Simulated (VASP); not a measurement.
# LiH in VASP: reference runs

Aim: a first look at LiH with PBE, on the cell as given.

All numbers are computed with VASP 6.6.1; they aren't measurements. Logs are shortened: lines on timing, memory, paths and dates and some standing lists are left out, and cuts for length are marked.

**1. Starting point**

The cell holds a sheet with vacuum, 4 atoms: a = 2.762 Å, b = 2.762 Å, c = 29.137 Å, α = 90.00°, β = 90.00°, γ = 90.00°.

The cell was built by a generator and needn't be a form met in nature.

**2. Single point, PBE**

File INCAR:

```
ALGO     = Normal         # electronic algorithm
DIPOL    = 0.5 0.5 0.292
EDIFF    = 1E-7           # SCF threshold, eV
ENCUT    = 520            # plane-wave cutoff, eV
GGA      = PE             # functional
IDIPOL   = 3            
ISIF     = 2              # what is computed and relaxed
ISMEAR   = -1             # smearing method
LASPH    = True           # aspherical terms in the spheres
LCHARG   = False          # write CHGCAR
LDIPOL   = True         
LREAL    = False          # projectors in reciprocal space
LWAVE    = False          # write WAVECAR
NBANDS   = 12             # bands
NELM     = 100            # most SCF steps
PREC     = Accurate       # precision mode
SIGMA    = 0.05           # smearing width, eV
```

File KPOINTS:

```
k-points
0
Gamma
  10 10 1
```

File POSCAR:

```
LiH
1.0
    2.7617100000      0.0000000000      0.0000000000
    0.0000000000      2.7617100000      0.0000000000
    0.0000000000      0.0000000000     29.1370400000
Li H
2 2
Direct
    0.5000000000      0.0000000000      0.2590100000
    0.0000000000      0.5000000000      0.3244400000
    0.5000000000      0.0000000000      0.3264400000
    0.0000000000      0.5000000000      0.2570100000
```

Potentials or basis: VASP PAW PBE potentials, release 64 (Li_sv, H).

Command:

```sh
> cat potpaw_PBE.64/Li_sv/POTCAR potpaw_PBE.64/H/POTCAR > POTCAR
> mpirun -np 1 vasp_std > vasp.out
```

OUTCAR:

```text
EDIFF = 1E-7
   ENCUT = 520
   GGA = PE
   ISIF = 2
   ISMEAR = -1
   LASPH = True
   LREAL = False
   NELM = 100
   PREC = Accurate

 ion  position               nearest neighbor table
   1  0.500  0.000  0.259-
   2  0.000  0.500  0.324-
   3  0.500  0.000  0.326-
   4  0.000  0.500  0.257-

  LATTYP: Found a simple tetragonal cell.
 ALAT       =     2.7617100000
 C/A-ratio  =    10.5503619135

  Lattice vectors:

 A1 = (   2.7617100000,   0.0000000000,   0.0000000000)
 A2 = (   0.0000000000,   2.7617100000,   0.0000000000)
 A3 = (   0.0000000000,   0.0000000000,  29.1370400000)

Analysis of symmetry for initial positions (statically):
=====================================================================
 Subroutine PRICEL returns:
 Original cell was already a primitive cell.

 Routine SETGRP: Setting up the symmetry group for a
 simple tetragonal supercell.

 Subroutine GETGRP returns: Found 16 space group operations
 (whereof  4 operations were pure point group operations)
 out of a pool of 16 trial point group operations.

The static configuration has the point symmetry C_2v.
 The point group associated with its full space group is D_4h.

Analysis of symmetry for dynamics (positions and initial velocities):
=====================================================================
 Subroutine PRICEL returns:
 Original cell was already a primitive cell.

 Routine SETGRP: Setting up the symmetry group for a
 simple tetragonal supercell.

 Subroutine GETGRP returns: Found 16 space group operations
 (whereof  4 operations were pure point group operations)
 out of a pool of 16 trial point group operations.

The dynamic configuration has the point symmetry C_2v.
 The point group associated with its full space group is D_4h.

 Subroutine INISYM returns: Found 16 space group operations
 (whereof  4 operations are pure point group operations),
 and found     1 'primitive' translations

----------------------------------------------------------------------------------------

                                     Primitive cell

  volume of cell :     222.2294

  direct lattice vectors                    reciprocal lattice vectors
     2.761710000  0.000000000  0.000000000     0.362094499  0.000000000  0.000000000
     0.000000000  2.761710000  0.000000000     0.000000000  0.362094499  0.000000000
     0.000000000  0.000000000 29.137040000     0.000000000  0.000000000  0.034320576

  length of vectors
     2.761710000  2.761710000 29.137040000     0.362094499  0.362094499  0.034320576

  position of ions in fractional coordinates (direct lattice)
     0.500000000  0.000000000  0.259010000
     0.000000000  0.500000000  0.324440000
     0.500000000  0.000000000  0.326440000
     0.000000000  0.500000000  0.257010000

  ion indices of the primitive-cell ions
   primitive index   ion index
                 1           1
                 2           2
                 3           3
                 4           4

----------------------------------------------------------------------------------------

 KPOINTS: k-points

Automatic generation of k-mesh.
 Grid dimensions read from file:
 generate k-points for:   10   10    1

 Generating k-lattice:

  Cartesian coordinates                     Fractional coordinates (reciprocal lattice)
     0.036209450  0.000000000  0.000000000     0.100000000  0.000000000  0.000000000
     0.000000000  0.036209450  0.000000000     0.000000000  0.100000000  0.000000000
     0.000000000  0.000000000  0.034320576     0.000000000  0.000000000  1.000000000

  Length of vectors
     0.036209450  0.036209450  0.034320576

  Shift w.r.t. Gamma in fractional coordinates (k-lattice)
     0.000000000  0.000000000  0.000000000

 Subroutine IBZKPT returns following result:
 ===========================================

 Found     21 irreducible k-points:

 Following reciprocal coordinates:
            Coordinates               Weight
  0.000000  0.000000  0.000000      1.000000
  0.100000  0.000000  0.000000      4.000000
  0.200000  0.000000  0.000000      4.000000
  0.300000  0.000000  0.000000      4.000000
  0.400000  0.000000  0.000000      4.000000
  0.500000  0.000000  0.000000      2.000000
[... 13 lines left out ...]
  0.500000  0.400000  0.000000      4.000000
  0.500000  0.500000  0.000000      1.000000
   k-points           NKPTS =     21   k-points in BZ     NKDIM =     21   number of bands    NBANDS=     12
   number of dos      NEDOS =    301   number of ions     NIONS =      4
   total plane-waves  NPLWV = 129024
   dimension x,y,z NGX =    24 NGY =   24 NGZ =  224
   dimension x,y,z NGXF=    48 NGYF=   48 NGZF=  448
   ions per type =               2   2
   NGX,Y,Z   is equivalent  to a cutoff of  14.45, 14.45, 12.78 a.u.
   NGXF,Y,Z  is equivalent  to a cutoff of  28.89, 28.89, 25.56 a.u.
 SYSTEM =  unknown system
   PREC   = accura    normal or accurate (medium, high low for compatibility)
   ISTART =      0    job   : 0-new  1-cont  2-samecut
   ICHARG =      2    charge: 1-file 2-atom 10-const
   ISPIN  =      1    spin polarized calculation?
   LNONCOLLINEAR =      F non collinear calculations
   LSORBIT =      F    spin-orbit coupling
   LASPH  =      T    aspherical Exc in radial PAW
   ENCUT  =  520.0 eV  38.22 Ry    6.18 a.u.   5.13  5.13 54.18*2*pi/ulx,y,z
   NELM   =    100;   NELMIN=  2; NELMDL= -5     # of ELM steps
   EDIFF  = 0.1E-06   stopping-criterion for ELM
   LREAL  =      F    real-space projection
   EDIFFG = 0.1E-05   stopping-criterion for IOM
   NSW    =      0    number of steps for IOM
   IBRION =     -1    ionic relax: 0-MD 1-quasi-New 2-CG
   NFREE  =      0    steps in history (QN), initial steepest desc. (CG)
   ISIF   =      2    stress and relaxation
   ISYM   =      2    0-nonsym 1-usesym 2-fastsym
   POTIM  = 0.5000    time-step for ionic-motion
   TEBEG  =    0.0;   TEEND  =   0.0 temperature during run
   PSTRESS=    0.0 pullay stress
   NELECT =       8.0000    total number of electrons
   NUPDOWN=      -1.0000    fix difference up-down
   EMIN   =  10.00;   EMAX   =-10.00  energy-range for DOS
   EFERMI =   0.00;   METHOD = LEGACY
   ISMEAR =    -1;   SIGMA  =   0.05  broadening in eV -4-tet -1-fermi 0-gaus
   EFERMI_NEDOS =   21; number of points for ismear=-14 and -15
   IALGO  =     38    algorithm
   IMIX   =      4    mixing-type and parameters
     AMIX     =   0.40;   BMIX     =  1.00
     AMIX_MAG =   1.60;   BMIX_MAG =  1.00
  volume/ion in A,a.u.               =      55.56       374.92
  Fermi-wavevector in a.u.,A,eV,Ry     =   0.540552  1.021496  3.975577  0.292197
  Thomas-Fermi vector in A             =   1.567735
   LORBIT       =      0    0 simple, 1 ext, 2 COOP (PROOUT), +10 PAW based schemes
   GGA     = PE    functional components
[... 5 lines left out ...]
 non-spin polarized calculation
  energy-cutoff  :      520.00
  volume of cell :      222.23
 maximum number of plane-waves:      6032
 NGX is ok and might be reduce to    24
   NGX = 11   NGY = 11   NGZ =109

 dipolmoment           0.000000      0.000000     -0.000016 electrons x Angstroem

 number of electron       8.0000010 magnetization

 dipolmoment           0.000000      0.000000      0.000001 electrons x Angstroem

 Free energy of the ion-electron system (eV)
  ---------------------------------------------------
  ext. energy  EPLUGINS =         0.00000000
  ---------------------------------------------------
  free energy    TOTEN  =       -11.94221591 eV

  energy without entropy =      -11.94221591  energy(sigma->0) =      -11.94221591

 E-fermi :  -2.3058     XC(G=0):  -1.6493

 val. band max:       -3.2972681865   @ k =   0.5000   0.5000   0.0000
 cond. band min:      -1.2482059346   @ k =   0.0000   0.0000   0.0000
 fundamental gap:      2.0490622519
 Fermi energy:        -2.3057719151

 k-point     1 :       0.0000    0.0000    0.0000
  band No.  band energies     occupation
      1     -48.0880      2.00000
      2     -48.0438      2.00000
      3      -8.2841      2.00000
      4      -5.9855      2.00000
      5      -1.2482      0.00000
      6       0.1775      0.00000
      7       0.6628      0.00000
      8       1.0289      0.00000
      9       1.0979      0.00000
     10       1.9754      0.00000
     11       2.0494      0.00000
     12       3.3506      0.00000

 k-point     2 :       0.1000    0.0000    0.0000
  band No.  band energies     occupation
      1     -48.0849      2.00000
      2     -48.0429      2.00000
      3      -8.1722      2.00000
      4      -5.9104      2.00000
      5      -1.0531      0.00000
      6       0.3404      0.00000
      7       0.8600      0.00000
      8       1.2168      0.00000
      9       1.2948      0.00000
     10       2.1513      0.00000
     11       2.2455      0.00000
     12       3.5101      0.00000

 k-point     3 :       0.2000    0.0000    0.0000
  band No.  band energies     occupation
      1     -48.0766      2.00000
      2     -48.0409      2.00000
      3      -7.8448      2.00000
      4      -5.7244      2.00000
      5      -0.4687      0.00000
      6       0.7815      0.00000
      7       1.4514      0.00000
      8       1.7699      0.00000
      9       1.8851      0.00000
     10       2.6403      0.00000
     11       2.8330      0.00000
     12       3.8728      0.00000
[... 241 lines left out ...]
 k-point    20 :       0.5000    0.4000    0.0000
  band No.  band energies     occupation
      1     -48.0283      2.00000
      2     -48.0283      2.00000
      3      -3.7807      2.00000
      4      -3.7807      2.00000
      5       1.0458      0.00000
      6       1.0458      0.00000
      7       4.0259      0.00000
      8       4.0260      0.00000
      9       6.6546      0.00000
     10       6.6546      0.00000
     11       7.9779      0.00000
     12       7.9781      0.00000

 k-point    21 :       0.5000    0.5000    0.0000
  band No.  band energies     occupation
      1     -48.0265      2.00000
      2     -48.0265      2.00000
      3      -3.2973      2.00000
      4      -3.2973      2.00000
      5       0.4924      0.00000
      6       0.4924      0.00000
      7       3.8470      0.00000
      8       3.8470      0.00000
      9       7.6848      0.00000
     10       7.6848      0.00000
     11       8.5689      0.00000
     12       8.5692      0.00000

------------------------ aborting loop because EDIFF is reached ----------------------------------------

 vacuum level on the upper side and lower side of the slab       (xc-potential included)        -0.008        -0.008

  FORCE on cell =-STRESS in cart. coord.  units (eV):
  Direction    XX          YY          ZZ          XY          YZ          ZX
  --------------------------------------------------------------------------------------
  -------------------------------------------------------------------------------------
  Total       -0.0496915     -0.0496915     -0.0561542      0.0000000      0.0000000      0.0000000
  in kB       -0.3582539     -0.3582539     -0.4048473      0.0000000      0.0000000      0.0000000
  external PRESSURE =      -0.3737850 kB  Pullay stress =       0.0000000 kB

 VOLUME and BASIS-vectors are now :
 -----------------------------------------------------------------------------
  energy-cutoff  :      520.00
  volume of cell :      222.23
      direct lattice vectors                 reciprocal lattice vectors
     2.761710000  0.000000000  0.000000000     0.362094499  0.000000000  0.000000000
     0.000000000  2.761710000  0.000000000     0.000000000  0.362094499  0.000000000
     0.000000000  0.000000000 29.137040000     0.000000000  0.000000000  0.034320576

 POSITION                                       TOTAL-FORCE (eV/Angst)
 -----------------------------------------------------------------------------------
      1.38085      0.00000      7.54678         0.000000      0.000000     -0.002069
      0.00000      1.38085      9.45322        -0.000000     -0.000000      0.002069
      1.38085      0.00000      9.51150         0.000000      0.000000     -0.004837
      0.00000      1.38085      7.48851         0.000000      0.000000      0.004837
 -----------------------------------------------------------------------------------
    total drift:                                0.000000      0.000000     -0.000006

  FREE ENERGIE OF THE ION-ELECTRON SYSTEM (eV)
  ---------------------------------------------------
  free  energy   TOTEN  =       -11.9422159133 eV

  energy  without entropy=      -11.9422159132  energy(sigma->0) =      -11.94221591

 vacuum level on the upper side and lower side of the slab         0.642         0.642
```

Wall time 2.1 min (1 thread of AMD EPYC 7R13 (Zen 3), shared host); peak memory 0.32 GiB.

Results:

| Item | Value |
| --- | --- |
| Free energy | -11.9422 eV |
| Largest force | 0.005 eV/Å |
| Band gap on the k mesh | 2.05 eV, indirect (least direct gap 3.79 eV) |

Forces in eV/Å, atoms in the order of the input:
```
Li   0.000  0.000 -0.002
Li   0.000  0.000  0.002
H    0.000  0.000 -0.005
H    0.000  0.000  0.005
```

Caveat: the cutoff is under 1.25 times the usual one of these potentials, so pressure, stress and relaxed cells hold a basis-set (Pulay) error. As with any semilocal functional, this PBE gap is likely too small.
